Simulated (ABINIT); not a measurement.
The system is SnSe.

```
CELL_PARAMETERS angstrom
0.00000 3.01000 3.01000
3.01000 0.00000 3.01000
3.01000 3.01000 0.00000
ATOMIC_POSITIONS crystal
Sn 0.00000 0.00000 0.00000
Se 0.50000 0.50000 0.50000
```

Measurements of this composition are mostly on another form, of space group No. 62.

| Quantity | Value |
| --- | --- |
| Program | ABINIT 10.8.3 (patched build) |
| Task | relaxation of cell and atoms |
| Functional | LDA |
| Potentials or basis | PseudoDojo NC SR LDA v0.4.1 standard |
| Cutoff | 1170 eV |
| k mesh | 6 × 6 × 6 |
| Occupations | fermi-dirac, width 0.05 eV |
| Spin | no spin polarisation |

At the start: pressure -3.7 GPa; volume 27.27 Å³/atom.

Task: Where does the relaxation end?

Result: Over 5 steps the energy falls by 22.5 meV/atom and the volume is 25.43 Å³/atom (-6.8 %); space group Fm-3m (No. 225, to 0.05 Å).

The path:
```
step  energy change (eV)  largest force (eV/Å)  pressure (GPa)  volume (Å³)
   1              0.0000                0.0000           -3.67        54.54
   2             -0.0130                0.0000           -3.16        53.93
   3             -0.0446                0.0000            0.38        50.54
   4             -0.0450                0.0000           -0.03        50.88
   5             -0.0450                0.0000            0.00        50.85
```

Final structure:
```xyz
2
Lattice="0.0000 2.9405 2.9405 2.9405 0.0000 2.9405 2.9405 2.9405 0.0000" Properties=species:S:1:pos:R:3 pbc="T T T"
Sn    0.0000    0.0000    0.0000
Se    2.9405    2.9405    2.9405
```
